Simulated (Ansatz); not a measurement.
What strain does to KI (wurtzite)

KI built on the wurtzite prototype (it has left that coordination), relaxed with r2SCAN in the PAW code Ansatz. Space group P6_3/mmc (No. 194), hexagonal; conventional cell a = 6.039 Å, c = 7.039 Å, 55.59 Å³ an atom. Around K lie 5 I at 3.49–3.52 Å; around I lie 5 K at 3.49–3.52 Å. The cell started from the wurtzite prototype, but the relaxation took it to the higher symmetry P6_3/mmc (No. 194), so the name no longer describes it.

The axes x, y and z are those of this cell:
```
CELL_PARAMETERS angstrom
6.03945 0.00000 0.00000
-3.01973 5.23032 0.00000
0.00000 0.00000 7.03912
ATOMIC_POSITIONS crystal
K 0.33333 0.66667 0.93750
K 0.66667 0.33333 0.43750
I 0.33333 0.66667 0.43750
I 0.66667 0.33333 0.93750
```

Unstrained: With PBE the gap is 3.789 eV and direct, at Γ. With r2SCAN the gap is 4.351 eV and direct, at Γ. The HSE06 gap is direct at Γ: 4.736 eV. Meshes: PBE 6×6×4, r2SCAN 6×6×4, HSE06 6×6×4. Strains are changes of length per length. After each strain the atoms were relaxed again with r2SCAN in this cell and within any symmetry left, so distortions that break it or need a larger cell weren't tested; points keep the names that they have in the unstrained zone. (Calculated; spin-unpolarised; the phase may be known or hypothetical.)

Changes of the least gap in eV (an overlap counts as a negative gap):
```csv
strain,volume change (%),space group,PBE,r2SCAN,HSE06,"energy rise, r2SCAN (meV/atom)"
uniaxial -2.14 % along z,-2.1,P6_3/mmc,+0.030,+0.023,–,2.4
```

Uniaxial -2.14 % along z, other directions held. r2SCAN: the gap goes from 4.351 to 4.374 eV (+0.023 eV). Stress change with r2SCAN, compression positive: xx +0.06, yy +0.06, zz +0.66 GPa.

No spin-orbit coupling is included; it can move band edges with weight on the heavy atoms by tenths of an eV.

For some runs the program warns that the potential is rough where the density is thin, which bears on the empty states there.
